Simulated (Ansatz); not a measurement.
A run of Ansatz 0.2.0 is set up as follows.

Contents of input.yaml:

```yaml
crystal:
  lattice:
    - [2.50461538, 0.0, 0.0]
    - [0.0, 2.50461538, 0.0]
    - [0.0, 0.0, 2.50461538]
  atoms:
    - { symbol: Ni, position: [0.0, 0.0, 0.0], spin: 2.0 }
    - { symbol: O, position: [0.5, 0.5, 0.5] }
hamiltonian:
  xc: pbe
  pseudopotentials: { kind: paw }
magnetization:
  spin_polarized: true
  initial_magnetization: 2.0
  spin_locking: { lock_magnetization: hard }
kpoints:
  mp_grid: { grid: [9, 9, 9] }
scf:
  occupations: { method: fermi_dirac, width: 0.05 }
  lower_state_search: "off"
output:
  forces: true
  stress: true
  eigenvalues: true
```

Potentials or basis: Ansatz PAW.

The run is started by

```console
$ ansatz run input.yaml --threads 2 --pin off --max-ram 5632MiB --backend cpu --events-out ev --progress --plain --runs-dir out
```

(1) Predict the pressure.

Results:

(1) 32.9 GPa.

Caveat: a pressure of tens of GPa on the cell as given is suspect, and the run, the potentials or the cell itself is likely at fault; the pressure holds a Pulay correction of +0.8 GPa for the finite cutoff; the total moment is fixed, so each spin has its own Fermi level; a cell with one magnetic atom can't hold antiferromagnetic order, which such compounds often take; the thresholds are loose for stress.
